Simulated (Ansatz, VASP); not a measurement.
# Two plane-wave programs on MgO

INCAR

```
SYSTEM = MgO
PREC = Accurate ; ENCUT = 520
EDIFF = 1E-7 ; ISMEAR = 0
SIGMA = 0.05 ; LREAL = .False.
LASPH = .True. ; NELM = 60
ALGO = Normal ; ISIF = 2
LWAVE = .False. ; LCHARG = .False.
GGA = PS ; NBANDS = 11
```

KPOINTS

```
Automatic mesh
0
Gamma
  10 10 10
  0 0 0
```

The input POSCAR:

```
MgO
1.0
    0.0000000000      2.1351500000      2.1351500000
    2.1351500000      0.0000000000      2.1351500000
    2.1351500000      2.1351500000      0.0000000000
Mg O
1 1
Direct
    0.0000000000      0.0000000000      0.0000000000
    0.5000000000      0.4063297661      0.5000000000
```

Input for Ansatz:

```yaml
crystal:
  lattice:
    - [0.0, 2.13515, 2.13515]
    - [2.13515, 0.0, 2.13515]
    - [2.13515, 2.13515, 0.0]
  atoms:
    - { symbol: Mg, position: [0.0, 0.0, 0.0] }
    - { symbol: O, position: [0.5, 0.4063297661, 0.5] }
basis:
  ecutwfc: 420
kpoints:
  mp_grid: { grid: [10, 10, 10] }
hamiltonian:
  xc: pbesol
scf:
  occupations: { method: gaussian, width: 0.05 }
output:
  forces: true
  stress: true
  eigenvalues: true
```

Alike in both runs: task single point; functional PBEsol; k mesh 10 × 10 × 10; occupations gaussian, width 0.05 eV; no spin polarisation.

```csv
,VASP,Ansatz
version,VASP 6.6.1,Ansatz 0.2.0
potentials or method,"VASP PAW PBE potentials, release 64 (Mg, O)","scalar-relativistic, plane waves, PAW"
plane-wave cutoff (eV),520,420
valence electrons in the cell,8,16
```

|  | VASP | Ansatz | Ansatz less VASP |
| --- | --- | --- | --- |
| gap on the k mesh at the Fermi level (eV) | 4.22 | 4.22 | -0.003 |
| least direct gap on the mesh (eV) | 4.22 | 4.22 | -0.003 |
| pressure (GPa) | 0.5 | 0.9 | +0.41 |
| largest component of the traceless stress (GPa) | 8.01 | 7.89 | -0.112 |
| rms of the force components (eV/Å) | 0.813 | 0.804 | -0.0091 |

Atom by atom the forces differ by 0.009 eV/Å (rms over components). The two sets of potentials don't hold the same shells in valence.

Caveats: the PAW data sets were made with another functional, which shifts forces and pressure a little (VASP).
